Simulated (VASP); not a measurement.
A run of VASP 6.6.1 is set up as follows.

Contents of INCAR:

```
PREC     = Accurate       # precision mode
ENCUT    = 520            # plane-wave cutoff, eV
EDIFF    = 1E-7           # SCF threshold, eV
ISMEAR   = 0              # smearing method
SIGMA    = 0.1            # smearing width, eV
LREAL    = False          # projectors in reciprocal space
LASPH    = True           # aspherical terms in the spheres
NELM     = 100            # most SCF steps
ALGO     = Fast           # electronic algorithm
ISIF     = 2              # what is computed and relaxed
LWAVE    = False          # write WAVECAR
LCHARG   = False          # write CHGCAR
GGA      = PS             # functional
NBANDS   = 21             # bands
```

File KPOINTS:

```
regular mesh
0
Gamma
  14 14 10
```

Contents of POSCAR:

```
TiH
1.0
    2.0718452978      2.0718452978      0.0000000000
   -2.0718452978      2.0718452978      0.0000000000
    0.0000000000      0.0000000000      4.1436905956
Ti H
2 2
Direct
    0.0000000000      0.0000000000      0.0000000000
    0.5000000000      0.5000000000      0.5000000000
    0.5000000000      0.5000000000      0.0000000000
    0.0000000000      0.0000000000      0.5000000000
```

Potentials or basis: VASP PAW PBE potentials, release 64 (Ti_sv, H).

Launch:

```console
$ cat potpaw_PBE.64/Ti_sv/POTCAR potpaw_PBE.64/H/POTCAR > POTCAR
$ mpirun -np 1 vasp_std > vasp.out
```

Q: Estimate the pressure.

A: -0.2 GPa.

Q: What does it give for the band gap on the k mesh?

A: None (metal or under the smearing width).

Caveat: the PAW data sets were made with another functional, which shifts forces and pressure a little; the real-space grid breaks the cell's symmetry a little.
